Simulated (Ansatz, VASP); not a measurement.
## One calculation of Ge, two programs

```
Ge
1.0
    -1.43313    1.43313    2.25494
     1.43313   -1.43313    2.25494
     1.43313    1.43313   -2.25494
Ge
1
Direct
  0.00000 0.00000 0.00000
```

Alike in both runs: functional PBEsol; k mesh 26 × 26 × 26; occupations gaussian, width 0.1 eV; no spin polarisation.

Ansatz relaxed the structure, and its values are those at the end. VASP's run is a single point on that final structure, the one shown.

|  | VASP | Ansatz |
| --- | --- | --- |
| version | VASP 6.6.1 | Ansatz 0.2.0 |
| potentials or method | VASP PAW PBE potentials, release 64 (Ge_d) | scalar-relativistic, plane waves, PAW |
| plane-wave cutoff (eV) | 520 | 420 |
| valence electrons in the cell | 14 | 14 |

```tsv
	VASP	Ansatz	Ansatz less VASP
gap on the k mesh at the Fermi level (eV)	none	none	-
pressure (GPa)	0.1	0.0	-0.07
```

A gap of «none» marks a metal or a gap that the smearing closes. The functional is the same, so the differences come from potentials, cutoffs and numerics.

Caveats: the PAW data sets were made with another functional, which shifts forces and pressure a little (VASP).
